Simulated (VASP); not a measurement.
# Nb (Fm-3m) in VASP: a series of runs, part 2 of 2

VASP 6.6.1.

## Step 3: Single point, PBE, collinear spin, typed start

This run uses another cell than the first one, of 16.54 Å³/atom, 0.880 times its volume.

INCAR reads:

```
SYSTEM = Nb
PREC = Accurate ; ENCUT = 520
EDIFF = 1E-6 ; ISMEAR = -1
SIGMA = 0.05 ; LREAL = .False.
LASPH = .True. ; NELM = 150
ALGO = Normal ; ISIF = 2
LWAVE = .False. ; LCHARG = .False.
ISPIN = 2 ; MAGMOM = 1
LORBIT = 11 ; LMAXMIX = 4
GGA = PE ; NBANDS = 16
```

KPOINTS reads:

```
regular mesh
0
Gamma
  14 14 14
  0 0 0
```

POSCAR reads:

```
Nb
1.0
    0.0000000000      2.0221436383      2.0221436383
    2.0221436383      0.0000000000      2.0221436383
    2.0221436383      2.0221436383      0.0000000000
Nb
1
Direct
    0.0000000000      0.0000000000      0.0000000000
```

Potentials or basis: VASP PAW PBE potentials, release 64 (Nb_sv).

Command:

```
$ cat potpaw_PBE.64/Nb_sv/POTCAR > POTCAR
$ mpirun -np 1 vasp_std > vasp.out
```

OUTCAR:

```text
SYSTEM = Nb
   PREC = Accurate
   ENCUT = 520
   EDIFF = 1E-6
   ISMEAR = -1
   LREAL = .False.
   LASPH = .True.
   NELM = 150
   ISIF = 2
   ISPIN = 2
   LORBIT = 11
   GGA = PE

 ion  position               nearest neighbor table
   1  0.000  0.000  0.000-

  LATTYP: Found a face centered cubic cell.
 ALAT       =     4.0442872766

  Lattice vectors:

 A1 = (   0.0000000000,   2.0221436383,   2.0221436383)
 A2 = (   2.0221436383,   0.0000000000,   2.0221436383)
[... 1123 lines left out ...]
  -------------------------------------------------------------------------------------
  Total        2.6141560      2.6141560      2.6141560      0.0000000      0.0000000      0.0000000
  in kB      253.2655262    253.2655262    253.2655262      0.0000000      0.0000000      0.0000000
  external PRESSURE =     253.2655262 kB  Pullay stress =       0.0000000 kB

 VOLUME and BASIS-vectors are now :
 -----------------------------------------------------------------------------
  energy-cutoff  :      520.00
  volume of cell :       16.54
      direct lattice vectors                 reciprocal lattice vectors
     0.000000000  2.022143638  2.022143638    -0.247262356  0.247262356  0.247262356
     2.022143638  0.000000000  2.022143638     0.247262356 -0.247262356  0.247262356
     2.022143638  2.022143638  0.000000000     0.247262356  0.247262356 -0.247262356

 POSITION                                       TOTAL-FORCE (eV/Angst)
 -----------------------------------------------------------------------------------
      0.00000      0.00000      0.00000         0.000000      0.000000      0.000000
 -----------------------------------------------------------------------------------
    total drift:                                0.000000     -0.000000     -0.000000

  FREE ENERGIE OF THE ION-ELECTRON SYSTEM (eV)
  ---------------------------------------------------
  free  energy   TOTEN  =        -9.7421297548 eV

  energy  without entropy=       -9.7317944390  energy(sigma->0) =       -9.73696210

 total charge

# of ion       s       p       d       tot
------------------------------------------
    1        2.249   6.015   2.583  10.848

 magnetization (x)

# of ion       s       p       d       tot
------------------------------------------
    1       -0.000  -0.000  -0.000  -0.000
```

OSZICAR:

```text
N       E                     dE             d eps       ncg     rms          rms(c)
DAV:   1     0.119136956281E+03    0.11914E+03   -0.71441E+03  6688   0.857E+02
DAV:   2    -0.612484239822E+01   -0.12526E+03   -0.11887E+03  7456   0.308E+02
DAV:   3    -0.982314819947E+01   -0.36983E+01   -0.36285E+01  9792   0.499E+01
DAV:   4    -0.995684055961E+01   -0.13369E+00   -0.13338E+00  8096   0.804E+00
DAV:   5    -0.996158704972E+01   -0.47465E-02   -0.47461E-02 10192   0.132E+00    0.861E+00
DAV:   6    -0.975897753101E+01    0.20261E+00   -0.34487E-01 10312   0.689E+00    0.310E+00
DAV:   7    -0.972947423915E+01    0.29503E-01   -0.13314E-01 10712   0.396E+00    0.155E+00
DAV:   8    -0.973861484498E+01   -0.91406E-02   -0.12345E-02  8760   0.113E+00    0.966E-01
DAV:   9    -0.974131360112E+01   -0.26988E-02   -0.38542E-03  8568   0.607E-01    0.457E-01
DAV:  10    -0.974210592669E+01   -0.79233E-03   -0.12127E-03  9896   0.330E-01    0.576E-02
DAV:  11    -0.974213639789E+01   -0.30471E-04   -0.51249E-05  8360   0.669E-02    0.233E-02
DAV:  12    -0.974213136982E+01    0.50281E-05   -0.52764E-06  8816   0.276E-02    0.805E-03
DAV:  13    -0.974213000321E+01    0.13666E-05   -0.10025E-06  6672   0.103E-02    0.460E-03
DAV:  14    -0.974212975476E+01    0.24845E-06   -0.12077E-07  4512   0.333E-03
   1 F= -.97421298E+01 E0= -.97369621E+01  d E =-.103353E-01  mag=     0.0000
```

Run time: 23 s. Hardware: 1 thread of Intel Xeon 6975P-C (Granite Rapids), shared host; peak memory 0.17 GiB.

What came out:

* Free energy: -9.7421 eV
* Pressure: 25.3 GPa
* Band gap on the k mesh: none (metal or under the smearing width)
* Net moment: 0.00 μB per cell
* Valence electrons inside the program's atomic spheres: Nb 10.85

Caveat: so large a pressure means that the cell lies far from this level's equilibrium, or that cutoff or potentials fall short.

## Step 4: Single point, PBE, collinear spin, typed start

This run uses another cell than the first one, of 18.04 Å³/atom, 0.960 times its volume.

INCAR reads:

```
SYSTEM = Nb
PREC = Accurate
ENCUT = 520
EDIFF = 1E-7
ISMEAR = -1
SIGMA = 0.05
LREAL = .FALSE.
LASPH = .TRUE.
NELM = 150
ALGO = Normal
ISIF = 2
LWAVE = .FALSE.
LCHARG = .TRUE.
ISPIN = 2
MAGMOM = 1
LORBIT = 11
LMAXMIX = 4
GGA = PE
LELF = .TRUE.
LVHAR = .TRUE.
NBANDS = 16
```

KPOINTS reads:

```
regular mesh
0
G
  14 14 14
  0 0 0
```

POSCAR reads:

```
Nb
1.0
    0.0000000000      2.0816522891      2.0816522891
    2.0816522891      0.0000000000      2.0816522891
    2.0816522891      2.0816522891      0.0000000000
Nb
1
Direct
    0.0000000000      0.0000000000      0.0000000000
```

Command:

```
$ cat potpaw_PBE.64/Nb_sv/POTCAR > POTCAR
$ mpirun -np 1 vasp_std > vasp.out
```

Wall time 26 s (1 thread of Intel Xeon 6975P-C (Granite Rapids), shared host); peak memory 0.17 GiB.

Results (log left out):

* Free energy: -9.8860 eV
* Pressure: 6.4 GPa
* Band gap on the k mesh: none (metal or under the smearing width)
* Net moment: 0.00 μB per cell
* Valence electrons inside the program's atomic spheres: Nb 10.70

Levels at points of the mesh, in eV from the Fermi level:
Spin up:
```
           k point  band 4  band 5  band 6  band 7  band 8  band 9
(0.00, 0.00, 0.00)  -30.07   -6.33    0.07    0.07    0.07    2.81
(0.50, 0.00, 0.00)  -30.24   -3.99   -0.13   -0.13    1.51    4.89
(0.50, 0.50, 0.00)  -30.54   -4.28   -3.52    3.82    4.87    5.48
```
Spin down:
```tsv
k point	band 4	band 5	band 6	band 7	band 8	band 9
(0.00, 0.00, 0.00)	-30.07	-6.33	0.07	0.07	0.07	2.81
(0.50, 0.00, 0.00)	-30.24	-3.99	-0.13	-0.13	1.51	4.89
(0.50, 0.50, 0.00)	-30.54	-4.28	-3.52	3.82	4.87	5.48
```

## Step 5: Summary

```csv
cell,k mesh,gap on the mesh (eV),pressure (GPa),moment (μB)
"Fm-3m, 18.79 Å³/atom",21 × 21 × 21,none,-0.5,0.00
"Fm-3m, 16.54 Å³/atom",14 × 14 × 14,none,25.3,0.00
"Fm-3m, 18.04 Å³/atom",14 × 14 × 14,none,6.4,0.00
```

Alike in all rows: task single point; level PBE; potentials or basis VASP PAW PBE potentials, release 64 (Nb_sv); spin collinear, typed start; cutoff (eV) 520; smearing fermi-dirac 0.05 eV.

Every run on the cell as given and a fine mesh finds a metal.

Caveats: so large a pressure means that the cell lies far from this level's equilibrium, or that cutoff or potentials fall short (some runs).

Total energies depend on the potentials used, so only differences within one code and one set of settings carry meaning.
